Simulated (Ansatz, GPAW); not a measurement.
Given: the input of a run of GPAW 26.7.0 (ASE script) on Ta. This isn't the form of Ta at room conditions, which is bcc.

File run.py:

```python
from ase import Atoms
from ase.dft.bandgap import bandgap
from ase.io import write
from ase.units import Bohr, GPa
from gpaw import GPAW, PW, setup_paths
from gpaw.elf import elf_from_dft_calculation

setup_paths.insert(0, '.')

atoms = Atoms(['Ta', 'Ta'],
              cell=[[2.9003720726, 0.0, 0.0],
                    [-1.4501860363, 2.5117958953, 0.0],
                    [0.0, 0.0, 5.166274]],
              scaled_positions=[[0.3333333333, 0.6666666667, 0.25],
                                [0.6666666667, 0.3333333333, 0.75]],
              pbc=True)

calc = GPAW(mode=PW(600),
            xc='PBEsol',
            kpts={'size': (11, 11, 5), 'gamma': True},
            occupations={'name': 'fermi-dirac', 'width': 0.05},
            nbands=26,
            convergence={'density': 1e-05, 'energy': 1e-05},
            maxiter=150,
            txt='gpaw.txt')
atoms.calc = calc
energy = atoms.get_potential_energy()
forces = atoms.get_forces()
stress = atoms.get_stress()
calc.write('gs.gpw')
write('result.traj', atoms)
print(f'Energy: {energy:.6f} eV')
print('Forces (eV/A):')
print(forces.round(4))
print('Stress (GPa):', (stress / GPa).round(3))
print('Fermi level:', round(calc.get_fermi_level(), 4), 'eV')
print(f'Gap: {bandgap(calc)[0]:.4f} eV, direct: {bandgap(calc, direct=True)[0]:.4f} eV')

# fields on the real-space grid
write('density.cube', atoms, data=calc.get_pseudo_density() * Bohr**3)
write('potential.cube', atoms, data=calc.get_electrostatic_potential())
write('elf.cube', atoms, data=elf_from_dft_calculation(calc).data)
```

Potentials or basis: PAW data sets generated in the run's folder for this functional, pw.

Launch:

```sh
$ gpaw-setup -f PBEsol Ta
$ OMP_NUM_THREADS=1 python run.py
```

Task: What does the same run look like in Ansatz 0.2.0? Potentials or basis there: Ansatz PAW, cutoff 420 eV.

Result: As run (cutoffs and basis follow the program's own potentials, and thresholds, step limits or extra output files can differ):

input.yaml

```yaml
crystal:
  lattice:
    - [2.9003720726, 0.0, 0.0]
    - [-1.4501860363, 2.5117958953, 0.0]
    - [0.0, 0.0, 5.166274]
  atoms:
    - { symbol: Ta, position: [0.3333333333, 0.6666666667, 0.25] }
    - { symbol: Ta, position: [0.6666666667, 0.3333333333, 0.75] }
hamiltonian:
  xc: pbesol
  pseudopotentials: { kind: paw }
kpoints:
  mp_grid: { grid: [11, 11, 5] }
scf:
  occupations: { method: fermi_dirac, width: 0.05 }
output:
  forces: true
  stress: true
  eigenvalues: true
```

Potentials or basis: Ansatz PAW.

Command:

```bash
$ ansatz run input.yaml --threads 1 --pin off --max-ram 3584MiB --backend cpu --events-out ev --progress --plain --runs-dir out
```

Both were run:

|  | GPAW | Ansatz |
| --- | --- | --- |
| Pressure | -7.1 GPa | -7.3 GPa |

Ansatz's pressure holds a Pulay term of +0.05 GPa for its cutoff of 420 eV, which the other run lacks.

Ansatz's potentials were made for PBE.

Where Ansatz's input types no cutoff or centring, it takes its own default and a Γ-centred mesh.

Pressure is positive in compression.
